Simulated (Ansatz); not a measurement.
CdS built on the rocksalt prototype was relaxed with 4 functionals in the plane-wave code Ansatz, cell and atoms free, the symmetry of the start kept (meshes: PBE 8×8×8, r2SCAN 8×8×8, PBEsol 8×8×8, LDA 8×8×8). (Calculated; spin-unpolarised; the phase may be known or hypothetical.)

The r2SCAN result:
```cif
data_structure
_symmetry_space_group_name_H-M 'P 1'
_symmetry_Int_Tables_number 1
_cell_length_a 3.8562
_cell_length_b 3.8562
_cell_length_c 3.8562
_cell_angle_alpha 60.000
_cell_angle_beta 60.000
_cell_angle_gamma 60.000
_cell_volume 40.55
loop_
_atom_site_label
_atom_site_type_symbol
_atom_site_fract_x
_atom_site_fract_y
_atom_site_fract_z
_atom_site_occupancy
Cd1 Cd 0.00000 0.00000 0.00000 1
S1 S 0.50000 0.50000 0.50000 1
```

It is cubic, Fm-3m (No. 225); conventional cell a = 5.454 Å, 20.27 Å³ an atom. Around Cd lie 6 S at 2.73 Å; around S lie 6 Cd at 2.73 Å.

**Question.** Order the functionals by the relaxed volume, smallest first.
A. LDA
B. PBEsol
C. r2SCAN
D. PBE

**Answer.** A (19.03 Å³/atom), B (19.66 Å³/atom), C (20.27 Å³/atom), D (20.74 Å³/atom).

**Question.** How does the cell change with LDA?

**Answer.** a = 5.339 Å; the volume differs by -6.1 % from r2SCAN's. Around Cd lie 6 S at 2.67 Å; around S lie 6 Cd at 2.67 Å.

**Question.** What lattice does PBEsol give?

**Answer.** a = 5.397 Å; the volume differs by -3.1 % from r2SCAN's. Around Cd lie 6 S at 2.70 Å; around S lie 6 Cd at 2.70 Å.

**Question.** Held at the r2SCAN cell, what mean stress does PBE find, and does its sign point to its own minimum?

**Answer.** Yes. PBE +1.73 GPa, and its relaxed volume is +2.3 % from r2SCAN's. Compression counts positive, so a positive stress asks for a larger cell.
